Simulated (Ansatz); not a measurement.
# NMR crystallography of ZnS with a Zn vacancy: given against relaxed positions

Start: a supercell of ZnS (space group P3m1) built from a Materials Project structure (computed, not necessarily an observed phase), with all atoms left at the host's positions.

Space group P3m1 (No. 156); a = 7.6102, c = 24.9159 Å, γ = 120.00°.

| site | Wyckoff | site symmetry | x | y | z |
| --- | --- | --- | --- | --- | --- |
| Zn1 | 3d | .m. | 0.1667 | 0.3333 | 0.1251 |
| Zn3 | 1c | 3m. | 0.6667 | 0.3333 | 0.1251 |
| Zn5 | 1a | 3m. | 0.0000 | 0.0000 | 0.0002 |
| Zn6 | 3d | .m. | 0.0000 | 0.5000 | 0.0002 |
| Zn9 | 3d | .m. | 0.3333 | 0.1667 | 0.6250 |
| Zn10 | 1b | 3m. | 0.3333 | 0.6667 | 0.6250 |
| Zn13 | 3d | .m. | 0.3333 | 0.1667 | 0.8751 |
| Zn14 | 1b | 3m. | 0.3333 | 0.6667 | 0.8751 |
| Zn17 | 1a | 3m. | 0.0000 | 0.0000 | 0.7500 |
| Zn18 | 3d | .m. | 0.0000 | 0.5000 | 0.7500 |
| Zn21 | 3d | .m. | 0.1667 | 0.3333 | 0.5001 |
| Zn23 | 1c | 3m. | 0.6667 | 0.3333 | 0.5001 |
| Zn25 | 3d | .m. | 0.0000 | 0.5000 | 0.3751 |
| Zn28 | 3d | .m. | 0.3333 | 0.1667 | 0.2501 |
| Zn29 | 1b | 3m. | 0.3333 | 0.6667 | 0.2501 |
| S32 | 3d | .m. | 0.3333 | 0.1667 | 0.3437 |
| S33 | 1b | 3m. | 0.3333 | 0.6667 | 0.3437 |
| S36 | 3d | .m. | 0.3333 | 0.1667 | 0.7186 |
| S37 | 1b | 3m. | 0.3333 | 0.6667 | 0.7186 |
| S40 | 3d | .m. | 0.1667 | 0.3333 | 0.2187 |
| S42 | 1c | 3m. | 0.6667 | 0.3333 | 0.2187 |
| S44 | 1a | 3m. | 0.0000 | 0.0000 | 0.8437 |
| S45 | 3d | .m. | 0.0000 | 0.5000 | 0.8437 |
| S48 | 3d | .m. | 0.3333 | 0.1667 | 0.9688 |
| S49 | 1b | 3m. | 0.3333 | 0.6667 | 0.9688 |
| S52 | 1a | 3m. | 0.0000 | 0.0000 | 0.0937 |
| S53 | 3d | .m. | 0.0000 | 0.5000 | 0.0937 |
| S56 | 3d | .m. | 0.1667 | 0.3333 | 0.5937 |
| S58 | 1c | 3m. | 0.6667 | 0.3333 | 0.5937 |
| S60 | 1a | 3m. | 0.0000 | 0.0000 | 0.4687 |
| S61 | 3d | .m. | 0.0000 | 0.5000 | 0.4687 |

One atom of each set is listed.

Level of theory: DFT, PBE, plane waves and PAW, scalar-relativistic, 420 eV cutoff, Γ-centred 3×3×1 k-points, Fermi–Dirac smearing 0.01 eV, cell charge -2 (Ansatz 0.2.0).

The largest force at the start is 1.1 eV/Å. Relaxing the ions at fixed cell moves them by 0.171 Å at most (atom 30, Zn) and 0.082 Å rms.

| site | moved (Å) | first shell before | first shell after | V_zz before (10²¹ V/m²) | η before |
| --- | --- | --- | --- | --- | --- |
| Zn3 | 0.087 | 4 S at 2.33 Å | 4 S at 2.27–2.36 Å | -2.20 | 0.00 |
| Zn18 | 0.034 | 4 S at 2.33 Å | 4 S at 2.32–2.36 Å | 0.45 | 0.21 |
| Zn21 | 0.145 | 4 S at 2.33 Å | 4 S at 2.26–2.45 Å | -2.51 | 0.97 |
| Zn23 | 0.123 | 4 S at 2.33 Å | 4 S at 2.31–2.43 Å | 1.94 | 0.00 |
| Zn25 | 0.166 | 4 S at 2.33 Å | 4 S at 2.29–2.44 Å | 2.41 | 0.37 |
| Zn28 | 0.171 | 4 S at 2.33 Å | 4 S at 2.24–2.38 Å | -2.79 | 0.28 |
| S32 | 0.152 | 3 Zn at 2.33 Å | 3 Zn at 2.24–2.29 Å | -9.20 | 0.32 |
| S33 | 0.041 | 4 Zn at 2.33 Å | 4 Zn at 2.28–2.38 Å | 2.92 | 0.00 |
| S42 | 0.025 | 4 Zn at 2.33 Å | 4 Zn at 2.27–2.37 Å | 2.02 | 0.00 |
| S53 | 0.013 | 4 Zn at 2.33 Å | 4 Zn at 2.30–2.36 Å | 0.96 | 0.21 |
| S60 | 0.089 | 3 Zn at 2.33 Å | 3 Zn at 2.26 Å | -7.80 | 0.00 |
| S61 | 0.024 | 4 Zn at 2.33 Å | 4 Zn at 2.31–2.44 Å | 1.03 | 0.04 |

Question: How do the gradients change?

Answer: 

```csv
site,V_zz after,η after,change of V_zz
Zn3,-3.30,0.00,-1.10
Zn18,1.22,0.02,+0.77
Zn21,4.79,0.83,–
Zn23,4.39,0.00,+2.45
Zn25,-5.21,0.98,–
Zn28,-5.23,0.19,-2.44
S32,-6.78,0.31,+2.42
S33,1.95,0.00,-0.97
S42,3.03,0.00,+1.01
S53,1.65,0.02,+0.69
S60,-7.66,0.00,+0.14
S61,-1.87,0.25,–
```

The largest change of V_zz along a kept axis is on Zn23, from 1.94 to 4.39. In per cent, |V_zz| changes by +50 to +88 on Zn, -33 to +50 on S (all sites that start above 2, bar those whose gradient vanishes or changes sign or whose main axis turns by over 40°). Where |V_zz| stays above 0.1 and the axes keep their order, η moves most on S53, from 0.21 to 0.02. On Zn21, Zn25, S61 the largest principal value lies along another axis in the second run, so the two V_zz can't be compared directly. The table leaves out 19 of the 31 sites, with |V_zz| up to 3.37; their tensors move by 1.74 at most along any direction. The statements above cover all sites. The electronic state changes along with the positions (a gap opens), so the changes aren't those of geometry alone. The host's own positions weren't relaxed first, so part of the change far from the defect can be the host's relaxation.

The defect repeats with the cell of 63 atoms, so it feels its images: sites between two images don't show the values beside a lone defect, and zeros or small values of η there can come from the images' arrangement. S and Zn carry a gradient in the pure host already, so the values there aren't the defect's effect alone. A uniform background compensates the cell's charge.
Before: The run isn't spin-polarised, and a state with spin may lie lower. Forces reach 0.9 eV/Å even beyond 5.5 Å from the defect, so the host's positions may themselves be off equilibrium. The defect cell has no gap above 0.1 eV on its mesh, so the values can hang on the smearing and the k-mesh. The neighbours have not yet relaxed around the defect (largest force 1.1 eV/Å), so a real crystal will differ.
After: With a gap of 0.7 eV on this mesh, small gradients can still move by 0.1 × 10²¹ V/m² or more as the k-mesh gets denser.
